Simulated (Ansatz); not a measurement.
# MoS2 monolayer (2H): from the cell to its phonons, part 2 of 3

How does MoS2 monolayer (2H) vibrate, and is this structure a minimum?

Ansatz 0.2.0; DFT PBEsol, scalar-relativistic, plane waves, PAW; PAW set soft_1.

So far: Set-up; Relaxation.

**2. Relaxation (continued)**

Electrostatic potential energy in the ac plane at fractional y = 0.333, with atoms of S within 0.2 Å of it. With pseudopotentials it is smooth inside the atoms' cores, unlike the true potential.

Ten even steps from '_' (-35 eV) to '@' (0 eV), each cell a mean:
```
@@@@@@@@@@@@@@@@@@@@@@@@@@@@@@@@
@@@@@@@@@@@@@@@@@@@@@@@@@@@@@@@@
@@@@@@@@@@@@@@@@@@@@@@@@@@@@@@@@
@@@@@@@@@@@@@@@@@@@@@@@@@@@@@@@@
@@@@@@@@@@@@@@@@@@@@@@@@@@@@@@@@
@@@@@@@@@@@@@@@@@@@@@@@@@@@@@@@@
@@@@@@@@@@@@@@@@@@@@@@@@@@@@@@@@
@@@@@@@@@@@@@@@@@@@@@@@@@@@@@@@@
@@@@@@@@@@@@@@@@@@@@@@@@@@@@@@@@
@@@@@@@@@@@@@@@@@@@@@@@@@@@@@@@@
@@@@@@@@@@@@@@@@@@@@@@@@@@@@@@@@
@@@@@@@@@@@@@@@@@@@@@@@@@@@@@@@@
@@@@@@@@@@@@@@@@@@@@@@@@@@@@@@@@
@@@@@@@@@@@@@@@@@@@@@@@@@@@@@@@@
%%%%@@@@@@%%**--____________::**
**++++++++********++++++++++**##
##**************====----====++**
%%@@@@@@@@%%##==::........::--**
@@@@@@@@@@@@@@@@@@@@@@@@@@@@@@@@
@@@@@@@@@@@@@@@@@@@@@@@@@@@@@@@@
@@@@@@@@@@@@@@@@@@@@@@@@@@@@@@@@
@@@@@@@@@@@@@@@@@@@@@@@@@@@@@@@@
@@@@@@@@@@@@@@@@@@@@@@@@@@@@@@@@
@@@@@@@@@@@@@@@@@@@@@@@@@@@@@@@@
```
Columns run along a (3.1 Å; values clipped at the 3rd and 97th percentile), rows up along c (30.0 Å). Atoms in or near the plane, at fractional coordinates: S at (0.67, 0.39), S at (0.67, 0.28).

**3. Relaxing to small forces for the phonons**

Phonons need a cell at rest on their own settings, so the relaxation is repeated with tight tolerances on forces and stress on the k mesh and occupations of the first response run.

File input.yaml:

```yaml
crystal:
  lattice:
    - [3.1406011151, 0.0, 0.0]
    - [-1.5703005576, 2.7198403489, 0.0]
    - [0.0, 0.0, 30.0]
  atoms:
    - { symbol: Mo, position: [0.3333333333, 0.6666666667, 0.3333333333] }
    - { symbol: S, position: [0.6666666667, 0.3333333333, 0.3852806503] }
    - { symbol: S, position: [0.6666666667, 0.3333333333, 0.2813860164] }
  periodic: [true, true, false]
kpoints:
  mp_grid: { grid: [12, 12, 1] }
hamiltonian:
  xc: pbesol
  pseudopotentials: { kind: paw, azcp: { folder: soft_1 }, xc_functional: pbe }
scf:
  occupations: { method: fixed }
output:
  forces: true
  stress: true
  eigenvalues: true
  write_density: true
  write_potential: true
  elf: true
  volumetric_format: npy
relax:
  adjacent_minimum: "off"
  f_tol: 0.001
  max_steps: 60
  cell: { stress_2d_tol: 0.002 }
```

Started as:

```sh
> ansatz run input.yaml --threads 8 --pin off --max-ram 16384MiB --backend cpu --events-out ev --progress --plain --runs-dir out
```

Numbers of over 12 decimals in the logs are rounded to 6 here.

Output:

```text
[...]
Crystal: 3 atoms, lattice volume = 256.258 Å³
Basis set: ecut = 420 eV, 4961 PW (Γ), exchange–correlation on 48×48×432 points (8 copies of the dense FFT grid, shifted against one another)
Bands: 17, of which v1, the nominal top of the filled ones, is band 13 counted from 1 (12 counted from 0)
Symmetry: 12 space group operations
[...]
--- Relaxed structure (1 steps of the walk, 1 accepted, 1 SCFs on fresh bases) ---
[...]
cell:  # Å, volume = 256.2580 Å³
    - [3.140601, 2.88676563036012e-11, 0.0]
    - [-1.570301, 2.719840, 0.0]
    - [0.0, 0.0, 30.0]
  atoms:
    - { symbol: Mo, position: [0.333333, 0.666667, 0.333333] }
    - { symbol: S, position: [0.666667, 0.333333, 0.385281] }
    - { symbol: S, position: [0.666667, 0.333333, 0.281386] }
[key lines of the parts left out:]
SCF converged after 10 iterations
Free energy (F): -6670.174277 eV
Fermi energy:    -5.968625 eV
P = ½ c Tr σ = 0.0001 N/m
```

Run time: 7 s. Hardware: 8 threads of Arm Neoverse N1, shared host; peak memory 0.62 GiB; 49 s of CPU time.

Little changed from the start: no atom moved by 0.005 Å and no cell edge by 0.1 %.

Valence density in the ac plane at fractional y = 0.333, with atoms of S within 0.2 Å of it. It is the smooth field of the valence electrons, not physical close to the nuclei.

Ten even steps from '0' (0.0 e/Å³) to '9' (1.0 e/Å³), each cell a mean:
```
0000000000000000
0000000000000000
0000000000000000
0000000000000000
0000000000000000
0000000000000000
0000000000000000
0000000000000000
0000000000000000
0000000000000000
0000000000000000
0000000000000000
0000000000000000
0000000011111100
3211124799778985
4455544556666554
4444444677667765
2111124688778875
0000000000000000
0000000000000000
0000000000000000
0000000000000000
0000000000000000
0000000000000000
```
Columns run along a (3.1 Å), rows up along c (30.0 Å). Atoms in or near the plane, at fractional coordinates: S at (0.67, 0.39), S at (0.67, 0.28).

Electrostatic potential energy in the ac plane at fractional y = 0.333, with atoms of S within 0.2 Å of it. With pseudopotentials it is smooth inside the atoms' cores, unlike the true potential.

Ten even steps from '_' (-35 eV) to '@' (0 eV), each cell a mean:
```
@@@@@@@@@@@@@@@@@@@@@@@@@@@@@@@@
@@@@@@@@@@@@@@@@@@@@@@@@@@@@@@@@
@@@@@@@@@@@@@@@@@@@@@@@@@@@@@@@@
@@@@@@@@@@@@@@@@@@@@@@@@@@@@@@@@
@@@@@@@@@@@@@@@@@@@@@@@@@@@@@@@@
@@@@@@@@@@@@@@@@@@@@@@@@@@@@@@@@
@@@@@@@@@@@@@@@@@@@@@@@@@@@@@@@@
@@@@@@@@@@@@@@@@@@@@@@@@@@@@@@@@
@@@@@@@@@@@@@@@@@@@@@@@@@@@@@@@@
@@@@@@@@@@@@@@@@@@@@@@@@@@@@@@@@
@@@@@@@@@@@@@@@@@@@@@@@@@@@@@@@@
@@@@@@@@@@@@@@@@@@@@@@@@@@@@@@@@
@@@@@@@@@@@@@@@@@@@@@@@@@@@@@@@@
@@@@@@@@@@@@@@@@@@@@@@@@@@@@@@@@
%%%%@@@@@@%%**--____________::**
**++++++++********++++++++++**##
##**************====----====++**
%%@@@@@@@@%%##==::........::--**
@@@@@@@@@@@@@@@@@@@@@@@@@@@@@@@@
@@@@@@@@@@@@@@@@@@@@@@@@@@@@@@@@
@@@@@@@@@@@@@@@@@@@@@@@@@@@@@@@@
@@@@@@@@@@@@@@@@@@@@@@@@@@@@@@@@
@@@@@@@@@@@@@@@@@@@@@@@@@@@@@@@@
@@@@@@@@@@@@@@@@@@@@@@@@@@@@@@@@
```
Columns run along a (3.1 Å; values clipped at the 3rd and 97th percentile), rows up along c (30.0 Å). Atoms in or near the plane, at fractional coordinates: S at (0.67, 0.39), S at (0.67, 0.28).

ELF in the ac plane at fractional y = 0.333, with atoms of S within 0.2 Å of it. It is the smooth field of the valence electrons, not physical close to the nuclei.

Ten even steps from '_' (0.00) to '@' (0.84), each cell a mean:
```
________________________________
________________________________
________________________________
________________________________
________________________________
________________________________
________________________________
________________________________
________________________________
________________________________
________________________________
________________________________
__________________........______
::________::==**%%@@@@@@@@%%##++
%%==....--##@@@@%%**====++%%@@@@
----::::----==++++++++++++**++==
==--::::::==++**##**++++++******
##==....--**@@@@@@##**++**%%@@@@
::________..--++####%%%%%%##**==
________________________________
________________________________
________________________________
________________________________
________________________________
```
Columns run along a (3.1 Å), rows up along c (30.0 Å). Atoms in or near the plane, at fractional coordinates: S at (0.67, 0.39), S at (0.67, 0.28).

The largest force component left is 0.033 meV/Å, within the tolerances set.

**4. Zone-centre response**

The zone centre comes first: it holds the modes that light can see, as far as symmetry allows. The response to a homogeneous field gives the Born charges and the dielectric tensor, and its change with displacement the Raman tensors.

input.yaml, the sections that differ from step 3:

```yaml
output:
  eigenvalues: true
phonons:
  method: dfpt
  dielectric: true
  raman: true
# crystal, kpoints, hamiltonian, scf: as in step 3
# relax: removed
```

Output:

```text
Warning: phonons.dielectric: true without phonons.rigid_motions: the static dielectric tensor ε⁰ will be withheld (ε∞, Z* and the rows of modes are given); for a crystal or a slab, whose only rigid motions are the translations, set phonons.rigid_motions: translations
[...]
Crystal: 3 atoms, lattice volume = 256.258 Å³
Basis set: ecut = 420 eV, 4961 PW (Γ), exchange–correlation on 48×48×432 points (8 copies of the dense FFT grid, shifted against one another)
Bands: 17, of which v1, the nominal top of the filled ones, is band 13 counted from 1 (12 counted from 0)
Symmetry: 12 space group operations
k-points: 43 of 144 (irreducible under 2 space group operations, time reversal used)
[...]
SCF iter   1: F=—  HF=-6671.600677 eV  |F-HF|=—  |Δ(HF+E_count)|=         —  Δρ=3.93e-2  dr2=5.78e0  ethr=3.10e-3  ⟨swp⟩=7.9  Hψ=5379  notcnv=0  defer=66
[...]
SCF iter  11: F=-6670.174277 eV  HF=-6670.174277 eV  |F-HF|=4.37e-11  |Δ(HF+E_count)|=  1.87e-10  Δρ=3.95e-8  dr2=5.76e-12  ethr=1.00e-12  ⟨swp⟩=21.6  Hψ=9158  notcnv=0
SCF 1 converged in 11 iterations: F = -6670.174277 eV  dr2 = 5.76e-12
[...]
DFPT response loops at Γ: preconditioner auto → none (the input reference at scf.mixing.eps_inf says where Resta's filter doesn't serve); β = 0.50; Broyden in place of MSR1
── the response to a field inside a basis, on 18×18×2 k-points: an SCF that follows is theirs, and a resumed run solves both again ──
Bands: 14, of which v1, the nominal top of the filled ones, is band 13 counted from 1 (12 counted from 0)
k-points: 90
[...]
Eigensolver: Dense (90 Hₖ)
SCF iter   1: F=—  HF=-6670.168456 eV  |F-HF|=—  |Δ(HF+E_count)|=         —  Δρ=7.00e-5  dr2=2.46e-6  ethr=1.00e-1
[...]
SCF iter   6: F=-6670.168458 eV  HF=-6670.168458 eV  |F-HF|=5.46e-12  |Δ(HF+E_count)|=  1.37e-10  Δρ=5.65e-8  dr2=4.67e-12  ethr=2.03e-12
SCF 1 converged in 6 iterations: F = -6670.168458 eV  dr2 = 4.67e-12
[...]
SCF converged after 11 iterations
Free energy (F): -6670.174277 eV
[...]
Internal energy: -6670.174277 eV  (E = F + TS)
E sigma→0 (E₀):  -6670.174277 eV
Fermi energy:    -5.968625 eV
[...]
--- Band table (eV; the first three rows and the last of 43) ---
  k-point 0: bands = [... 9 lower, -7.8155, -7.4266, -7.4266, -6.0406, -3.0716, -3.0716, -2.7952, -2.7952]
  k-point 1: bands = [... 9 lower, -8.2923, -7.5995, -7.1148, -6.0836, -3.2190, -3.1071, -2.9207, -2.8820]
  k-point 2: bands = [... 9 lower, -8.1506, -8.0049, -7.0302, -6.3012, -3.6041, -3.2856, -3.2095, -2.4509]
  k-point 42: bands = [... 9 lower, -9.2857, -8.9542, -7.5994, -6.4849, -3.6960, -2.9769, -2.8224, -1.1741]
--- Phonons (Γ-DFPT): 4 representative perturbations + reference, on 43 of 144 k-points (Σ response iterations 18) ---
  k mesh reduced under 2 symmetry operations, with k and −k counted as one. Each operation leaves every solved perturbation unchanged. A smaller set is not considered because the run solves the response to a homogeneous field
  ASR residual: 5.236e-5 → 0.000e0 eV/Å²; symmetrization residual: 5.859e-6 eV/Å²
  ASR residual per site (eV/Å²): 2.51e-5 5.24e-5 5.24e-5
  Γ frequencies (cm⁻¹): 0.00 0.00 0.00 285.72 285.72 386.51 386.51 406.71 472.24
  ε∞ (high-frequency dielectric tensor):
        3.833182     0.000000     0.000000
        0.000000     3.833182     0.000000
        0.000000     0.000000     1.170096
  α∞ (the layer's polarisability for a field applied outside it; Å, Gaussian; ε∞ is over the cell's 30.000 Å):
        6.763724     0.000000     0.000000
        0.000000     6.763724     0.000000
        0.000000     0.000000     0.406074
  ε⁰ (static dielectric tensor): not given — the deck does not say what the cell's rigid motions are, and on a molecule in a box or a wire the rigid rotations would enter the sum over the modes at Γ. For a crystal or a slab, whose only rigid motions are the translations, set phonons.rigid_motions: translations.
  Born effective charges Z* (e; rows j = field, columns β = displacement):
    site 0:
        -1.13108   -0.00000    0.00000
         0.00000   -1.13108    0.00000
         0.00000    0.00000   -0.08077
    site 1:
         0.56554    0.00000   -0.00000
        -0.00000    0.56554    0.00000
        -0.00000    0.00000    0.04038
    site 2:
         0.56554    0.00000    0.00000
        -0.00000    0.56554   -0.00000
         0.00000   -0.00000    0.04038
  Z* charge neutrality: 1.278e-3 e pre-enforcement
  solved inside a basis spanned on kpoints, on 18×18×2 k-points transformed towards the longest dipole: ε∞ is read to err by 1.2e-2, Z* by 1.5e-2 e (field_mesh: kpoints solves on kpoints); Z* is corrected for what the basis lacks
  Raman tensors (in the event stream and the table raman_tensors.tsv): an entry may err by 4.9e-2 Å², one of the second-order susceptibility by 1.4e-2 pm/V (basis, points and sum rule); their sum over the sites missed zero by 2.699e-4 Å² ahead of its enforcement
  optical modes at Γ without the LO–TO term, one row a degenerate level:
      ω (cm⁻¹)  modes    IR ((D/Å)²/amu)  static Raman (Å⁴/amu)  depolarisation
        285.72      2             0.0000                 0.0003           0.750
        386.51      2             1.5359               318.6450           0.750
        406.71      1             0.0000                88.7347           0.099
        472.24      1             0.0039                 0.0000               —
```

The job ended after 4.1 min (8 threads; peak memory 2.9 GiB; 30 min of CPU time).

Numbers from this step:

```
sum-rule residual before enforcement                    : 5.24e-5 eV/Å²
miss of the charge sum rule                             : 0.001278 e
estimated error of the dielectric tensor                : 0.01230
estimated error of the Born charges                     : 0.01526 e
point group                                             : -6m2
highest optical mode at the zone centre (no LO-TO term) : 472.2 cm⁻¹
lowest optical zone-centre mode                         : 285.7 cm⁻¹
largest Born charge (third of the trace)                : -0.781 e
```

Without the LO-TO term. Patterns of degenerate modes are one choice out of their space. The modes at Γ (shares of kinetic energy by element, %):

| mode | frequency (cm⁻¹) | symmetry | Mo % | S % |
| --- | --- | --- | --- | --- |
| 1 | 0.0 | acoustic | 60 | 40 |
| 2 | 0.0 | acoustic | 60 | 40 |
| 3 | 0.0 | acoustic | 60 | 40 |
| 4 | 285.7 | E'' | 0 | 100 |
| 5 | 285.7 | E'' | 0 | 100 |
| 6 | 386.5 | E' | 40 | 60 |
| 7 | 386.5 | E' | 40 | 60 |
| 8 | 406.7 | A1' | 0 | 100 |
| 9 | 472.2 | A2'' | 40 | 60 |

Displacements in mode 4 (285.7 cm⁻¹), the largest set to 1:
```
Mo1  0.00  0.00  0.00
S2  -0.13 -1.00  0.00
S3   0.13  1.00  0.00
```

Displacements in mode 8 (406.7 cm⁻¹), the largest set to 1:
```
Mo1  0.00  0.00  0.00
S2   0.00  0.00  1.00
S3   0.00  0.00 -1.00
```

High-frequency dielectric tensor, averaged over the cell of height 30.0 Å or as lengthened by the program, vacuum included. Tensor:

|  | x | y | z |
| --- | --- | --- | --- |
| x | 3.833 | 0 | 0 |
| y | 0 | 3.833 | 0 |
| z | 0 | 0 | 1.17 |

Born charge (rows field, columns displacement) (e), principal values of the symmetric part by kind of site:

| atom | atoms with these values | low | middle | high | mean |
| --- | --- | --- | --- | --- | --- |
| Mo1 | 1 | -1.13 | -1.13 | -0.08 | -0.78 |
| S2 | 2 | 0.04 | 0.57 | 0.57 | 0.39 |

In full for S2:

```
0.57 0.00 0.00
0.00 0.57 0.00
0.00 0.00 0.04
```

Transverse modes. Infrared lines, with heights relative to the strongest:

| position (cm⁻¹) | label | relative intensity |
| --- | --- | --- |
| 286 | E'' | 0.0 |
| 386 | E' | 100 |
| 407 | A1' | 0.0 |
| 472 | A2'' | 0.3 |

Activity x (w_L - w)^4 (n + 1)/w, 532 nm, 300 K; the tensors are static ones, while 532 nm light lies above the computed direct gap, where resonance would change the heights. Lines of the Raman spectrum (strongest = 100):

| position (cm⁻¹) | label | relative intensity |
| --- | --- | --- |
| 286 | E'' | 0.0 |
| 386 | E' | 100 |
| 407 | A1' | 26 |
| 472 | A2'' | 0.0 |

Before it was imposed, the acoustic sum rule was missed by 5.2e-5 eV/Å² and the charge sum rule by 0.0013 e. Small misses are needed for a sound result but don't prove that mesh and cutoff are converged. The lowest optical mode is real, 286 cm⁻¹.

(Continued in part 3 of 3.)

[Logs are printed without paths, hosts, clocks, repeated set-up lines and the standing remarks that a program may print on its own settings, such as how far it seeks lower states.]

[Hosts, paths, dates, database ids (printed as entryN), source tags and the programs' standing remarks are cut or masked in the printed files.]
